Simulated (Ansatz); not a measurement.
This Ansatz input for CrO2 was spoiled on purpose:

```yaml
crystal:
  lattice:
    - [4.4435249506, 0.0, 0.0]
    - [0.0, 4.4435249506, 0.0]
    - [0.0, 0.0, 2.9227409806]
  atoms:
    - { symbol: Cr, position: [0.0, 0.0, 0.0], spin: 2.0, spin_axis: [0.0, 0.0, 1.0] }
    - { symbol: Cr, position: [0.5, 0.5, 0.5], spin: 2.0, spin_axis: [0.0, 0.0, 1.0] }
    - { symbol: O, position: [0.303572612, 0.303572612, 0.0] }
    - { symbol: O, position: [0.196427388, 0.803572612, 0.5] }
    - { symbol: O, position: [0.696427388, 0.696427388, 0.0] }
    - { symbol: O, position: [0.803572612, 0.196427388, 0.5] }
basis:
  ecutwfc: 420
  ecutrho_ratio: 4
kpoints:
  mp_grid: { grid: [6, 6, 10] }
hamiltonian:
  xc: pbe
scf:
  occupations: { method: gaussian, width: 0.05 }
  max_iter: 60
output:
  forces: true
  stress: true
```

Launched as:
```sh
ansatz run input.yaml --threads 4 --pin off --max-ram 7168MiB --backend cpu --events-out ev --progress --plain --runs-dir out
```

Q: What is wrong with it?

A: A moment without spin polarisation. Against the sound input: magnetization: {"noncollinear": true, "spin_orbit": true} → null; crystal.atoms[0].spin: 2.0 (the cap on iterations is only a precaution).

What the program printed:

```
Error: 2 input errors — fix all and re-run
  1. inconsistent input (magnetization.spin_polarized): false but per-atom `spin:`, `per_species`, `initial_magnetization`, `magnetic_field`, or `spin_locking` is set
```

The input was refused before any iteration. Cost: 0.02 s on 4 threads of Arm Neoverse V1, with other jobs on the host, peak memory 0.03 GiB. The run before the change (PBE with spin–orbit coupling, 420 eV, 6×6×10 mesh) gave:

| run | P (GPa) | gap on the mesh (eV) | cell moment (μB) | largest force component (eV/Å) |
| --- | --- | --- | --- | --- |
| sound | -0.1 | metal | 4.00 | 0.008 |

The chain of runs began from a cell as deposited in COD, expanded in volume.

Of that run: Compounds of this kind are often insulators, Mott or charge-transfer ones with an open 3d shell, so the metal found may come from the functional, which lacks a U or exact exchange, or from the structure. Only parallel moments were tried, so the real magnetic order may be another.
